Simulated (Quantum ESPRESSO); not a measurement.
# WC (Qusongite) (P-6m2) in Quantum ESPRESSO: reference runs, part 2 of 3

Quantum ESPRESSO 7.5. The steps go on from the part before.

**3. Single point, PBE (atoms moved at random, drawn with an rms of 0.05 Å)**

The input, pw.in:

```
&CONTROL
  calculation = 'scf'
  prefix = 'pwscf'
  outdir = './tmp'
  pseudo_dir = './pseudo'
  tprnfor = .true.
  tstress = .true.
  disk_io = 'nowf'
/
&SYSTEM
  ibrav = 0
  nat = 2
  ntyp = 2
  ecutwfc = 55
  ecutrho = 440
  nbnd = 15
  occupations = 'smearing'
  smearing = 'fd'
  degauss = 0.00367493
/
&ELECTRONS
  conv_thr = 4d-10
  electron_maxstep = 120
  mixing_beta = 0.5
/
ATOMIC_SPECIES
W    183.8400 W_pbe_v1.2.uspp.F.UPF
C     12.0110 C.pbe-n-kjpaw_psl.1.0.0.UPF
CELL_PARAMETERS angstrom
   2.9065000000    0.0000000000    0.0000000000
  -1.4532500000    2.5171028361    0.0000000000
   0.0000000000    0.0000000000    2.8366000000
ATOMIC_POSITIONS crystal
W      0.0059450000    0.0066780000    0.0194740000
C      0.6820890000    0.3248480000    0.5199400000
K_POINTS automatic
10 10 9 0 0 0
```

Potentials or basis: SSSP 1.3 efficiency PBE.

Command:

```bash
$ OMP_NUM_THREADS=1 pw.x -in pw.in > pw.out
```

pw.out:

```text
This program is part of the open-source Quantum ESPRESSO suite
     for quantum simulation of materials; please cite
         "P. Giannozzi et al., J. Phys.:Condens. Matter 21 395502 (2009);
         "P. Giannozzi et al., J. Phys.:Condens. Matter 29 465901 (2017);
         "P. Giannozzi et al., J. Chem. Phys. 152 154105 (2020);
     in publications or presentations arising from this work. More details at

     file C.pbe-n-kjpaw_psl.1.0.0.UPF: wavefunction(s)  2S 2P renormalized

     G-vector sticks info
     --------------------
     sticks:   dense  smooth     PW     G-vecs:    dense   smooth      PW
     Sum         925     451    151                21863     7663    1329

     Using Slab Decomposition

     bravais-lattice index     =            0
     lattice parameter (alat)  =       5.4925  a.u.
     unit-cell volume          =     140.0445 (a.u.)^3
     number of atoms/cell      =            2
     number of atomic types    =            2
     number of electrons       =        18.00
     number of Kohn-Sham states=           15
     kinetic-energy cutoff     =      55.0000  Ry
     charge density cutoff     =     440.0000  Ry
     scf convergence threshold =      4.0E-10
     mixing beta               =       0.5000
     number of iterations used =            8  plain     mixing
     Exchange-correlation= SLA  PW   PBX  PBC
                           (   1   4   3   4   0   0   0)

     celldm(1)=   5.492489  celldm(2)=   0.000000  celldm(3)=   0.000000
     celldm(4)=   0.000000  celldm(5)=   0.000000  celldm(6)=   0.000000

     crystal axes: (cart. coord. in units of alat)
               a(1) = (   1.000000   0.000000   0.000000 )
               a(2) = (  -0.500000   0.866025   0.000000 )
               a(3) = (   0.000000   0.000000   0.975950 )

     reciprocal axes: (cart. coord. in units 2 pi/alat)
               b(1) = (  1.000000  0.577350 -0.000000 )
               b(2) = (  0.000000  1.154701  0.000000 )
               b(3) = (  0.000000 -0.000000  1.024642 )

     PseudoPot. # 1 for W  read from file:
     W_pbe_v1.2.uspp.F.UPF
     Pseudo is Ultrasoft + core correction, Zval = 14.0
     Generated by new atomic code, or converted to UPF format
     Using radial grid of  923 points,  8 beta functions with:
                l(1) =   0
                l(2) =   0
                l(3) =   0
                l(4) =   1
                l(5) =   1
                l(6) =   2
                l(7) =   2
                l(8) =   3
     Q(r) pseudized with  6 coefficients,  rinner =    1.350   1.350   1.350
                                                       1.350   1.350   1.350
                                                       1.350

     PseudoPot. # 2 for C  read from file:
     C.pbe-n-kjpaw_psl.1.0.0.UPF
     Pseudo is Projector augmented-wave + core cor, Zval =  4.0
     Generated using "atomic" code by A. Dal Corso  v.5.1
     Shape of augmentation charge: PSQ
     Using radial grid of 1073 points,  4 beta functions with:
                l(1) =   0
                l(2) =   0
                l(3) =   1
                l(4) =   1
     Q(r) pseudized with 0 coefficients

     atomic species   valence    mass     pseudopotential
     W                14.00   183.84000     W ( 1.00)
     C                 4.00    12.01100     C ( 1.00)

     No symmetry found

   Cartesian axes

     site n.     atom                  positions (alat units)
         1        W      tau(   1) = (   0.0026060   0.0057833   0.0190057  )
         2        C      tau(   2) = (   0.5196650   0.2813266   0.5074357  )

     number of k points=   452  Fermi-Dirac smearing, width (Ry)=  0.0037

     Number of k-points >= 100: set verbosity='high' to print them.

     Dense  grid:    21863 G-vectors     FFT dimensions: (  40,  40,  36)

     Smooth grid:     7663 G-vectors     FFT dimensions: (  25,  25,  25)

     Initial potential from superposition of free atoms

     starting charge      17.8996, renormalised to      18.0000

     negative rho (up, down):  6.273E-02 0.000E+00
     Starting wfcs are   17 randomized atomic wfcs

     Self-consistent Calculation

     iteration #  1     ecut=    55.00 Ry     beta= 0.50
     Davidson diagonalization with overlap
     ethr =  1.00E-02,  avg # of iterations =  3.2

     negative rho (up, down):  6.431E-02 0.000E+00

     total energy              =    -177.41693968 Ry
     estimated scf accuracy    <       0.48771167 Ry

     iteration #  2     ecut=    55.00 Ry     beta= 0.50
     Davidson diagonalization with overlap
     ethr =  2.71E-03,  avg # of iterations =  2.0

     negative rho (up, down):  6.602E-02 0.000E+00

     total energy              =    -177.55549936 Ry
     estimated scf accuracy    <       0.25626650 Ry

     iteration #  3     ecut=    55.00 Ry     beta= 0.50
     Davidson diagonalization with overlap
     ethr =  1.42E-03,  avg # of iterations =  1.1

     negative rho (up, down):  6.790E-02 0.000E+00

     total energy              =    -177.60344586 Ry
     estimated scf accuracy    <       0.00245725 Ry

     iteration #  4     ecut=    55.00 Ry     beta= 0.50
     Davidson diagonalization with overlap
     ethr =  1.37E-05,  avg # of iterations =  2.7

     negative rho (up, down):  6.810E-02 0.000E+00

     total energy              =    -177.60396560 Ry
     estimated scf accuracy    <       0.00011022 Ry

     iteration #  5     ecut=    55.00 Ry     beta= 0.50
     Davidson diagonalization with overlap
     ethr =  6.12E-07,  avg # of iterations =  2.1

     negative rho (up, down):  6.808E-02 0.000E+00

     total energy              =    -177.60397122 Ry
     estimated scf accuracy    <       0.00001520 Ry

     iteration #  6     ecut=    55.00 Ry     beta= 0.50
     Davidson diagonalization with overlap
     ethr =  8.45E-08,  avg # of iterations =  2.0

     negative rho (up, down):  6.805E-02 0.000E+00

     total energy              =    -177.60397413 Ry
     estimated scf accuracy    <       0.00000023 Ry

     iteration #  7     ecut=    55.00 Ry     beta= 0.50
     Davidson diagonalization with overlap
     ethr =  1.30E-09,  avg # of iterations =  4.0

     negative rho (up, down):  6.802E-02 0.000E+00

     total energy              =    -177.60397425 Ry
     estimated scf accuracy    <       0.00000008 Ry

     iteration #  8     ecut=    55.00 Ry     beta= 0.50
     Davidson diagonalization with overlap
     ethr =  4.39E-10,  avg # of iterations =  2.0

     negative rho (up, down):  6.802E-02 0.000E+00

     total energy              =    -177.60397427 Ry
     estimated scf accuracy    <          7.9E-10 Ry

     iteration #  9     ecut=    55.00 Ry     beta= 0.50
     Davidson diagonalization with overlap
     ethr =  4.38E-12,  avg # of iterations =  3.1

     negative rho (up, down):  6.801E-02 0.000E+00

     End of self-consistent calculation

     Number of k-points >= 100: set verbosity='high' to print the bands.

     the Fermi energy is    20.6620 ev

!    total energy              =    -177.60397427 Ry
     estimated scf accuracy    <          3.9E-11 Ry
     smearing contrib. (-TS)   =      -0.00013839 Ry
     internal energy E=F+TS    =    -177.60383587 Ry

     The total energy is F=E-TS. E is the sum of the following terms:
     one-electron contribution =     -10.60148748 Ry
     hartree contribution      =      17.11706397 Ry
     xc contribution           =     -45.94684043 Ry
     ewald contribution        =    -132.00431369 Ry
     one-center paw contrib.   =      -6.16825824 Ry

     convergence has been achieved in   9 iterations

     negative rho (up, down):  6.801E-02 0.000E+00

     Forces acting on atoms (cartesian axes, Ry/au):

     atom    1 type  1   force =     0.03249192   -0.02427562    0.00077961
     atom    2 type  2   force =    -0.03249192    0.02427562   -0.00077961

     Total force =     0.057370     Total SCF correction =     0.000001

     Computing stress (Cartesian axis) and pressure

     negative rho (up, down):  6.801E-02 0.000E+00
          total   stress  (Ry/bohr**3)                   (kbar)     P=       70.51
   0.00058647  -0.00014976   0.00000202           86.27      -22.03        0.30
  -0.00014976   0.00035916  -0.00000145          -22.03       52.83       -0.21
   0.00000202  -0.00000145   0.00049227            0.30       -0.21       72.42

=------------------------------------------------------------------------------=
   JOB DONE.
=------------------------------------------------------------------------------=
```

Run time: 61 s. Hardware: 1 thread of Arm Neoverse V2, shared host; peak memory 0.28 GiB.

Results:

```yaml
Free_energy: -2416.4252 eV
Pressure: 7.1 GPa
Largest_force: 1.043 eV/Å
Band_gap_on_the_k_mesh: none (metal or under the smearing width)
```

Forces in eV/Å, atoms in the order of the input:
```
W    0.835 -0.624  0.020
C   -0.835  0.624 -0.020
```

Stress tensor (GPa, compression positive):
```
 8.63 -2.20  0.03
-2.20  5.28 -0.02
 0.03 -0.02  7.24
```

**4. Single point, PBE, 9.75 Å³/atom**

Changes to pw.in since step 3:

```diff
@@ -29,8 +29,8 @@
 CELL_PARAMETERS angstrom
-   2.9065000000    0.0000000000    0.0000000000
-  -1.4532500000    2.5171028361    0.0000000000
-   0.0000000000    0.0000000000    2.8366000000
+   2.8471670250    0.0000000000    0.0000000000
+  -1.4235835125    2.4657189725    0.0000000000
+   0.0000000000    0.0000000000    2.7786939560
 ATOMIC_POSITIONS crystal
-W      0.0059450000    0.0066780000    0.0194740000
-C      0.6820890000    0.3248480000    0.5199400000
+W      0.0000000000    0.0000000000    0.0000000000
+C      0.6666666667    0.3333333333    0.5000000000
 K_POINTS automatic
```

Command:

```bash
$ OMP_NUM_THREADS=1 pw.x -in pw.in > pw.out
```

Wall time 13 s (1 thread of Arm Neoverse V2, shared host); peak memory 0.19 GiB.

It converged, with:

```
Free energy            : -2416.2988 eV
Pressure               : 35.7 GPa
Band gap on the k mesh : none (metal or under the smearing width)
```

**5. Single point, PBE, 9.96 Å³/atom**

Changes to pw.in since step 4:

```diff
@@ -29,5 +29,5 @@
 CELL_PARAMETERS angstrom
-   2.8471670250    0.0000000000    0.0000000000
-  -1.4235835125    2.4657189725    0.0000000000
-   0.0000000000    0.0000000000    2.7786939560
+   2.8672181576    0.0000000000    0.0000000000
+  -1.4336090788    2.4830837627    0.0000000000
+   0.0000000000    0.0000000000    2.7982628680
 ATOMIC_POSITIONS crystal
```

Command:

```bash
$ OMP_NUM_THREADS=1 pw.x -in pw.in > pw.out
```

Run time: 13 s. Hardware: 1 thread of Arm Neoverse V2, shared host; peak memory 0.19 GiB.

It converged, with:

- Free energy: -2416.3775 eV
- Pressure: 24.9 GPa
- Band gap on the k mesh: none (metal or under the smearing width)

**6. Single point, PBE, 10.17 Å³/atom**

Changes to pw.in since step 5:

```diff
@@ -29,5 +29,5 @@
 CELL_PARAMETERS angstrom
-   2.8672181576    0.0000000000    0.0000000000
-  -1.4336090788    2.4830837627    0.0000000000
-   0.0000000000    0.0000000000    2.7982628680
+   2.8869927008    0.0000000000    0.0000000000
+  -1.4434963504    2.5002090195    0.0000000000
+   0.0000000000    0.0000000000    2.8175618425
 ATOMIC_POSITIONS crystal
```

Potentials or basis: SSSP 1.3 efficiency PBE.

Command:

```bash
$ OMP_NUM_THREADS=1 pw.x -in pw.in > pw.out
```

Wall time 13 s (1 thread of Arm Neoverse V2, shared host); peak memory 0.19 GiB.

Results (log left out):

- Free energy: -2416.4295 eV
- Pressure: 15.2 GPa
- Band gap on the k mesh: none (metal or under the smearing width)

**7. Single point, PBE, 10.38 Å³/atom**

Changes to pw.in since step 6:

```diff
@@ -29,5 +29,5 @@
 CELL_PARAMETERS angstrom
-   2.8869927008    0.0000000000    0.0000000000
-  -1.4434963504    2.5002090195    0.0000000000
-   0.0000000000    0.0000000000    2.8175618425
+   2.9065000000    0.0000000000    0.0000000000
+  -1.4532500000    2.5171028361    0.0000000000
+   0.0000000000    0.0000000000    2.8366000000
 ATOMIC_POSITIONS crystal
```

Command:

```bash
$ OMP_NUM_THREADS=1 pw.x -in pw.in > pw.out
```

Wall time 13 s (1 thread of Arm Neoverse V2, shared host); peak memory 0.2 GiB.

The run converged. Its results:

| Property | Result |
| --- | --- |
| Free energy | -2416.4575 eV |
| Pressure | 6.4 GPa |
| Band gap on the k mesh | none (metal or under the smearing width) |

**8. Single point, PBE, 10.58 Å³/atom**

Changes to pw.in since step 7:

```diff
@@ -29,5 +29,5 @@
 CELL_PARAMETERS angstrom
-   2.9065000000    0.0000000000    0.0000000000
-  -1.4532500000    2.5171028361    0.0000000000
-   0.0000000000    0.0000000000    2.8366000000
+   2.9257489053    0.0000000000    0.0000000000
+  -1.4628744527    2.5337728771    0.0000000000
+   0.0000000000    0.0000000000    2.8553859779
 ATOMIC_POSITIONS crystal
```

Command:

```bash
$ OMP_NUM_THREADS=1 pw.x -in pw.in > pw.out
```

It took 16 s on 1 thread of Arm Neoverse V2, shared host; peak memory 0.2 GiB.

It converged, with:

```yaml
Free_energy: -2416.4640 eV
Pressure: -1.5 GPa
Band_gap_on_the_k_mesh: none (metal or under the smearing width)
```

(Continued in part 3 of 3.)
